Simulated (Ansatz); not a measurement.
# Pd (bcc)

Method: PBE, scalar-relativistic; no spin polarisation; PAW, 420 eV, 18×18×18 k-mesh, Gaussian smearing of 0.05 eV; code Ansatz; PAW files: Ansatz's generated set soft_2.

```
Pd
1.0
    -1.56858    1.56858    1.56858
     1.56858   -1.56858    1.56858
     1.56858    1.56858   -1.56858
Pd
1
Cartesian
  0.0000 0.0000 0.0000
```

At room temperature and ambient pressure Pd is fcc.

The cell is relaxed to zero pressure at this level.

Path: Γ–H–N–Γ–P–H | P–N, with Γ = (0.000, 0.000, 0.000), H = (0.500, -0.500, 0.500), N = (0.000, 0.000, 0.500), P = (0.250, 0.250, 0.250) in reciprocal vectors of the calculation's cell.

Levels between -3 and 5 eV from the Fermi level at the path's named points:
```tsv
point	below E_F (eV)	above E_F (eV)
Γ	-2.77 -2.77 -2.77 -0.90 -0.90	
H		0.19 0.19 0.19
N	-0.97 -0.69	0.56 1.47
P	-0.64 -0.64
```

(1) By these bands, is it a metal or an insulator, and if it has a gap, where are the band edges on this path?

Answer:

(1) A metal: bands cross the Fermi level.
